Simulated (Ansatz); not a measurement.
Molecular dynamics on a 2×2×2 supercell (16 atoms) of SiC (zincblende), relaxed with r2SCAN. Forces come from PBEsol in Ansatz: Langevin thermostat and barostat (NPT), 2200 K, steps of 1 fs. Classical nuclei, no spin polarisation; a few dozen steps show the first response, not equilibrium.

```yaml
crystal:
  lattice:
    - [0.0, 4.3561046953, 4.3561046953]
    - [4.3561046953, 0.0, 4.3561046953]
    - [4.3561046953, 4.3561046953, 0.0]
  atoms:
    - { symbol: Si, position: [0.0, 0.0, 0.0] }
    - { symbol: C, position: [0.125, 0.125, 0.125] }
    - { symbol: Si, position: [0.0, 0.0, 0.5] }
    - { symbol: C, position: [0.125, 0.125, 0.625] }
    - { symbol: Si, position: [0.0, 0.5, 0.0] }
    - { symbol: C, position: [0.125, 0.625, 0.125] }
    - { symbol: Si, position: [0.0, 0.5, 0.5] }
    - { symbol: C, position: [0.125, 0.625, 0.625] }
    - { symbol: Si, position: [0.5, 0.0, 0.0] }
    - { symbol: C, position: [0.625, 0.125, 0.125] }
    - { symbol: Si, position: [0.5, 0.0, 0.5] }
    - { symbol: C, position: [0.625, 0.125, 0.625] }
    - { symbol: Si, position: [0.5, 0.5, 0.0] }
    - { symbol: C, position: [0.625, 0.625, 0.125] }
    - { symbol: Si, position: [0.5, 0.5, 0.5] }
    - { symbol: C, position: [0.625, 0.625, 0.625] }
kpoints:
  mp_grid: { grid: [4, 4, 4] }
hamiltonian:
  xc: pbesol
scf:
  occupations: { method: fermi_dirac, width: 0.19 }
md:
  ensemble: npt_langevin
  temperature: 2200
  timestep: 1.0
  n_steps: 20
  initial_velocities: maxwell_boltzmann
  seed: 6195
```

Run as `ansatz run input.yaml --threads 4 --pin off --max-ram 3686MiB --backend cpu --events-out ev --progress --plain --runs-dir out`. It took 2.2 min on 4 threads of Arm Neoverse V1, with other jobs on the host, load about 0.9 per core; peak host memory 0.84 GiB.

```tsv
step	t (fs)	T (K)	free energy F from step 0 (meV/atom)	kinetic energy (meV/atom)	pressure (GPa)	volume (Å³/atom)	largest force (eV/Å)
0	0	2062	0.0	266.6	2.86	10.33	0.00
1	1	2181	4.5	281.9	3.14	10.33	1.08
2	2	2092	18.0	270.4	3.35	10.33	2.21
3	3	1999	39.1	258.5	3.70	10.33	3.34
4	4	1908	66.9	246.6	4.24	10.34	4.46
5	5	1642	99.6	212.2	4.65	10.34	5.50
6	6	1287	132.8	166.3	4.89	10.34	6.33
7	7	1017	162.8	131.5	5.11	10.34	6.88
8	8	978	189.2	126.4	5.51	10.34	7.20
9	9	856	210.7	110.7	5.64	10.35	7.17
10	10	787	225.5	101.7	5.62	10.35	6.78
11	11	770	232.7	99.5	5.47	10.36	6.20
12	12	688	234.0	88.9	5.11	10.36	6.10
13	13	729	230.8	94.2	4.83	10.36	6.09
14	14	849	223.5	109.7	4.52	10.37	5.97
15	15	908	212.4	117.4	4.05	10.38	5.80
16	16	1018	198.8	131.6	3.58	10.38	5.59
17	17	1165	184.9	150.6	3.12	10.40	5.32
18	18	1275	171.2	164.8	2.61	10.41	5.00
19	19	1299	158.7	167.9	2.01	10.42	4.65
20	20	1316	148.7	170.1	1.47	10.44	4.30
```

The temperature starts at 2062 K, is lowest at step 12 (688 K, 12 fs) and ends at 1316 K. The thermostat hasn't had time to restore it. The atoms start on their lattice sites with kinetic energy alone, so much of it first passes into potential energy.

Positions (Å) and forces (eV/Å) at step 20:
```
cell (Å): 0.000 4.371 4.371; 4.371 0.000 4.371; 4.371 4.371 0.000
Si  -0.072  -0.078  -0.019    -1.208   0.392   0.183
C    1.091   0.955   1.015     0.360   0.766  -0.369
Si   2.122   2.123  -0.042     1.284   2.267   1.173
C    3.267   3.322   1.205    -0.131  -2.130  -1.032
Si   2.227  -0.064   2.124    -0.565   2.376   2.016
C    3.254   1.115   3.310     0.051   0.100  -0.655
Si   4.485   2.139   2.279    -2.460  -0.066  -2.461
C    5.450   3.338   3.223     0.880  -0.910   1.355
Si  -0.032   2.072   1.942     0.331   1.412   2.957
C    0.966   3.288   3.213     0.427  -0.237  -1.199
Si   2.100   4.360   2.178     1.371   0.905  -0.054
C    3.311   5.630   3.261    -0.726  -2.973  -0.689
Si   2.152   2.414   4.283    -0.153  -4.273   0.497
C    3.272   3.322   5.440     1.041  -0.420  -1.848
Si   4.314   4.359   4.264     1.531   2.591   1.266
C    5.584   5.522   5.462    -2.033   0.200  -1.139
```
